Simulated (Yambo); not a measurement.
# PtS2 (P-3m1) in Yambo: further runs, part 2 of 2

Yambo 5.3.0.

## (4) Optical spectrum by the Bethe-Salpeter equation, PBE

The input, bse2.in:

```
optics
bse
bss
rim_cut
em1s
RandQpts= 1000000
RandGvec= 50 RL
Chimod= "HARTREE"
% BndsRnXs
 1 | 40 |
%
NGsBlkXs= 5 Ry
% LongDrXs
 1 | 0 | 0 |
%
BSKmod= "SEX"
BSEmod= "retarded"
BSSmod= "d"
% BSEQptR
 1 | 1 |
%
% BSEBands
 14 | 17 |
%
BSENGexx= 20 Ry
BSENGBlk= 5 Ry
% BEnRange
 0 | 20 | eV
%
% BDmRange
 0.1 | 0.1 | eV
%
BEnSteps= 200
% BLongDir
 1 | 0 | 0 |
%
BSEprop= "abs"
WRbsWF
% KfnQP_E
 0.81 | 1.0 | 1.0 |
%
```

The input, scf.in:

```
&CONTROL
  calculation = 'scf'
  prefix = 'pwscf'
  outdir = './tmp'
  pseudo_dir = './pseudo'
/
&SYSTEM
  ibrav = 0
  nat = 3
  ntyp = 2
  ecutwfc = 84
  nbnd = 22
  occupations = 'smearing'
  smearing = 'fd'
  degauss = 0.00367493
  force_symmorphic = .true.
/
&ELECTRONS
  conv_thr = 6d-10
  electron_maxstep = 120
  mixing_beta = 0.5
/
ATOMIC_SPECIES
Pt   195.0840 Pt.upf
S     32.0600 S.upf
CELL_PARAMETERS angstrom
   3.5432000000    0.0000000000    0.0000000000
  -1.7716000000    3.0685012107    0.0000000000
   0.0000000000    0.0000000000    5.0388000000
ATOMIC_POSITIONS crystal
Pt     0.0000000000    0.0000000000    0.0000000000
S      0.6666666667    0.3333333333    0.7730000000
S      0.3333333333    0.6666666667    0.2270000000
K_POINTS automatic
12 12 6 0 0 0
```

The input, nscf.in:

```
&CONTROL
  calculation = 'nscf'
  prefix = 'pwscf'
  outdir = './tmp'
  pseudo_dir = './pseudo'
/
&SYSTEM
  ibrav = 0
  nat = 3
  ntyp = 2
  ecutwfc = 84
  nbnd = 95
  occupations = 'fixed'
  force_symmorphic = .true.
/
&ELECTRONS
  conv_thr = 1d-08
  diago_full_acc = .true.
  diago_thr_init = 1d-06
/
ATOMIC_SPECIES
Pt   195.0840 Pt.upf
S     32.0600 S.upf
CELL_PARAMETERS angstrom
   3.5432000000    0.0000000000    0.0000000000
  -1.7716000000    3.0685012107    0.0000000000
   0.0000000000    0.0000000000    5.0388000000
ATOMIC_POSITIONS crystal
Pt     0.0000000000    0.0000000000    0.0000000000
S      0.6666666667    0.3333333333    0.7730000000
S      0.3333333333    0.6666666667    0.2270000000
K_POINTS automatic
3 3 2 0 0 0
```

Potentials or basis: PseudoDojo 0.4.1 SR PBE standard.

Launch:

```console
> OMP_NUM_THREADS=1 pw.x -in scf.in > scf.out
> OMP_NUM_THREADS=1 pw.x -in nscf.in > nscf.out
> cd tmp/pwscf.save; p2y; mv SAVE ../..; cd ../..
> OMP_NUM_THREADS=1 yambo
> mkdir -p bse2; ln -s $PWD/g0w00/ndb.RIM bse2/
> OMP_NUM_THREADS=1 yambo -F bse2.in -J bse2 -C bse2_out
> OMP_NUM_THREADS=1 ypp -J bse2 -C bse2_out -e s -b 1
```

Yambo's report:

```text
[... sections 02.01 to 02.04 as in the set-up run ...]

  [02.05] Energies & Occupations
  ==============================

  [X] === General ===
  [X] Electronic Temperature                        :  0.000000  0.000000 [eV K]
  [X] Bosonic    Temperature                        :  0.000000  0.000000 [eV K]
  [X] Finite Temperature mode                       : no
  [X] El. density                                   :  0.54761E+24 [cm-3]
  [X] Fermi Level                                   :  10.91008 [eV]

  [X] === Gaps and Widths ===
  [X] Conduction Band Min                           :  1.166279 [eV]
  [X] Valence Band Max                              :  0.000000 [eV]
  [X] Filled Bands                                  :  15
  [X] Empty Bands                                   :   16   95
  [X] Direct Gap                                    :  2.393030 [eV]
  [X] Direct Gap localized at k                     :   4
  [X] Indirect Gap                                  :  1.166279 [eV]
  [X] Indirect Gap between kpts                     :   1   5
  [X] Last valence band width                       :  1.745425 [eV]
  [X] 1st conduction band width                     :  1.888025 [eV]

 [03] Transferred momenta grid and indexing
 ==========================================

 [BZ sampling] Q-grid is User defined and/or read from the database

 IBZ Q-points                                      :   6
 BZ  Q-points                                      :  18

 K/Q-points units:
 rlu = crystal or reduced units; cc = cartesian coordinates; iku = interal k-units

 Q [1]          [rlu]:  0.000000  0.000000  0.000000
 Q [2]          [rlu]:  0.000000  0.000000 -0.500000
 Q [3]          [rlu]:  0.37553E-16  0.33333       0.0000
 Q [4]          [rlu]:  0.37553E-16  0.33333     -0.50000
 Q [5]          [rlu]:  0.333333  0.333333  0.000000
 Q [6]          [rlu]:  0.333333  0.333333 -0.500000

  [03.01] X + BSE indexes
  =======================

   [03.01.01] Sigma indexes
   ========================

   [WR./SAVE//ndb.kindx]-----------------------------------------------------------
[... 199 lines left out ...]
     [K] Identifier                                   :   364
     [K] Dimension                                    :   72
     [K] Bands                                        :  14  17
     [K] Exchange                                     : yes [res]
     [K] Correlation                                  : yes [res]
     [K] Kernel`s coupling                            : no
     [K] Exchange                                     : no [cpl]
     [K] Correlation                                  : no [cpl]
     [K] W interaction is bare                        : no
     [K] ALDA kernel in R-space                       : no
     [K] RL vectors                                   :   577 [exchange]
     [K] RL vectors                                   :   73 [correlation]
     [K] E/h energy range                             : -1.000000 -1.000000 [eV]
     [K] Coupling range                               :  100.0000  100.0000 [o/o]
     [W] Interaction is diagonal                      : no
     [W] Matrix size                                  :   73
     [W] Bands                                        :    1   40
     [W] e/h energy range                             : -1.000000 -1.000000 [eV]
     [W] Poles                                        :  100.0000 [o/o]
     [W] RL vectors in the sum                        :   5969
     [W] [r,Vnl] included                             : yes
     [W] Field direction                              :  0.100000E-4   0.00000      0.00000
     [W] Coulomb Cutoff                               : none
     [W] Hxc Kernel                                   : HARTREE
     [RIM] RL components                              :   55 [col]
     [RIM] Random points                              :  1000000 [col]
     [SOC] Perturbative SOC                           : no
     [K] Kernel long-range exchange                   : BAR

    [08.01.05.03] Wave-Function Phases
    ==================================

    [BSE] WF phases found       :  48.26389 [o/o]

   [08.01.06] BSE solver(s) @q1
   ============================

   [08.01.07] Diago Solver @q1
   ===========================

   [WR./bse2//ndb.BS_diago_Q1]-----------------------------------------------------
    BS kernel          energies                      : Perdew, Burke & Ernzerhof(X)+Perdew, Burke & Ernzerhof(C)+ user defined corrections @E
    [K] Identifier                                   :   364
    [K] Dimension                                    :   72
    [K] Bands                                        :  14  17
    [K] Exchange                                     : yes [res]
    [K] Correlation                                  : yes [res]
    [K] Kernel`s coupling                            : no
    [K] Exchange                                     : no [cpl]
    [K] Correlation                                  : no [cpl]
    [K] W interaction is bare                        : no
    [K] ALDA kernel in R-space                       : no
    [K] RL vectors                                   :   577 [exchange]
    [K] RL vectors                                   :   73 [correlation]
    [K] E/h energy range                             : -1.000000 -1.000000 [eV]
    [K] Coupling range                               :  100.0000  100.0000 [o/o]
    [W] Interaction is diagonal                      : no
    [W] Matrix size                                  :   73
    [W] Bands                                        :    1   40
    [W] e/h energy range                             : -1.000000 -1.000000 [eV]
    [W] Poles                                        :  100.0000 [o/o]
    [W] RL vectors in the sum                        :   5969
    [W] [r,Vnl] included                             : yes
    [W] Field direction                              :  0.100000E-4   0.00000      0.00000
    [W] Coulomb Cutoff                               : none
    [W] Hxc Kernel                                   : HARTREE
    [RIM] RL components                              :   55 [col]
    [RIM] Random points                              :  1000000 [col]
    [SOC] Perturbative SOC                           : no
    [K] Kernel long-range exchange                   : BAR
    [BSS] Eigenstates included                       : yes
    [BSS] Field direction                            :  0.100000E-4   0.00000      0.00000
    [BSS] Eigenstates computed                       :   72
    [BSS] Number of BSE matrices                     :  1
```

o-bse2.eps_q1_diago_bse:

```text
# Absorption @ Q(1):   1.00000000      0.00000000      0.00000000    [q->0 direction]
#
[... 52 lines left out ...]
#
        0.000000           0.000000           7.539050           0.000000           6.937979
        0.100503           0.012089           7.545095           0.009018           6.942492
        0.201005           0.024322           7.563302           0.018124           6.956076
        0.301508           0.036847           7.593887           0.027409           6.978864
        0.402010           0.049822           7.637217           0.036967           7.011079
        0.502513           0.063418           7.693824           0.046900           7.053044
[... 192 lines left out ...]
        19.89950           0.002101           0.797944           0.002338           0.776560
        20.00000           0.002068           0.800039           0.002301           0.778891
#
```

Wall time 3.1 min (1 thread of Arm Neoverse V1, shared host); peak memory 0.28 GiB.

What came out:

```
Band gap on the k mesh, mean-field level : 1.17 eV, indirect (least direct gap 2.39 eV)
Exciton binding energy                   : 0.29 eV
Lowest exciton energy                    : 2.91 eV
Lowest bright exciton energy             : 2.91 eV
```

Dielectric function (along the field direction of the input):
```tsv
energy (eV)	real part	imaginary part
0.30	7.59	0.04
1.31	8.76	0.23
2.31	14.43	1.38
3.32	7.22	17.67
4.42	-12.67	9.53
5.43	-3.73	0.41
6.43	-1.87	0.16
7.54	-0.79	0.06
8.54	-0.30	0.04
9.55	0.01	0.02
10.65	0.23	0.02
11.66	0.37	0.01
12.66	0.47	0.01
13.77	0.56	0.01
14.77	0.62	0.01
15.78	0.67	0.00
16.88	0.72	0.00
17.89	0.75	0.00
18.89	0.78	0.00
20.00	0.80	0.00
```

Lowest exciton energies (eV): 2.91, 2.91, 2.92, 2.92, 2.98, 3.02, 3.02, 3.06

Excitons:
```
energy (eV)  strength (relative to the strongest)
      2.912                                  0.99
      2.914                                  0.38
      2.916                                0.0002
      2.918                               1.6e-05
      2.984                               0.00019
      3.015                               4.6e-09
      3.018                               0.00017
      3.056                                  0.67
      3.058                                  0.23
      3.062                               3.4e-06
      3.069                               1.1e-07
      3.071                               2.3e-08
```

Caveat: the k mesh is coarse (spacing up to 0.68 Å⁻¹), so the values aren't converged; this k mesh misses the band edges, so its gaps are larger than the crystal's; the scissor is the correction of the direct gap in an earlier G0W0 run on the same states; exciton energies and binding change strongly with the k mesh and aren't converged on this one; spectra need much finer meshes, so this one isn't converged; spin-orbit coupling is left out, which moves the levels of the heavy elements; an odd mesh through Γ misses points on the zone boundary, where band edges often lie.
